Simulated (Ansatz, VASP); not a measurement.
One calculation of AlN, two programs

INCAR

```
PREC = Accurate
ENCUT = 520
EDIFF = 1E-6
ISMEAR = 0
SIGMA = 0.05
LREAL = F
LASPH = T
NELM = 100
ALGO = Normal
ISIF = 2
LWAVE = F
LCHARG = F
GGA = PE
NBANDS = 11
```

The input KPOINTS:

```
regular mesh
0
Gamma
  10 10 10
```

Contents of POSCAR:

```
AlN
1.0
    0.0000000000      2.2012588983      2.2012588983
    2.2012588983      0.0000000000      2.2012588983
    2.2012588983      2.2012588983      0.0000000000
Al N
1 1
Direct
    0.0000000000      0.0000000000      0.0000000000
    0.7500000000      0.7500000000      0.7500000000
```

Input for Ansatz:

```yaml
crystal:
  lattice:
    - [0.0, 2.2012588983, 2.2012588983]
    - [2.2012588983, 0.0, 2.2012588983]
    - [2.2012588983, 2.2012588983, 0.0]
  atoms:
    - { symbol: Al, position: [0.0, 0.0, 0.0] }
    - { symbol: "N", position: [0.75, 0.75, 0.75] }
basis:
  ecutwfc: 520.0
kpoints:
  mp_grid: { grid: [10, 10, 10] }
hamiltonian:
  xc: pbe
  pseudopotentials: { kind: paw, azcp: { folder: soft_1 } }
scf:
  occupations: { method: gaussian, width: 0.05 }
output:
  forces: true
  stress: true
  eigenvalues: true
  write_density: true
  write_potential: true
  elf: true
  volumetric_format: npy
```

Measurements of this composition are mostly on another form, of space group No. 186.

Alike in both runs: task single point; functional PBE; k mesh 10 × 10 × 10; occupations gaussian, width 0.05 eV; no spin polarisation.

|  | VASP | Ansatz |
| --- | --- | --- |
| version | VASP 6.6.1 | Ansatz 0.2.0 |
| potentials or method | VASP PAW PBE potentials, release 64 (Al, N) | scalar-relativistic, plane waves, PAW |
| plane-wave cutoff (eV) | 520 | 520 |
| valence electrons in the cell | 8 | 8 |

VASP gave:

* gap on the k mesh at the Fermi level (eV): 3.31
* least direct gap on the mesh (eV): 3.99
* pressure (GPa): -0.2

Problem. Which values does Ansatz return?

Solution. gap on the k mesh at the Fermi level (eV): 3.31; least direct gap on the mesh (eV): 3.98; pressure (GPa): 0.0.

With one functional, cell and mesh, what is left measures potentials, basis and numerics.

A k mesh can miss the band edges. As with any semilocal functional, this PBE gap is likely too small.
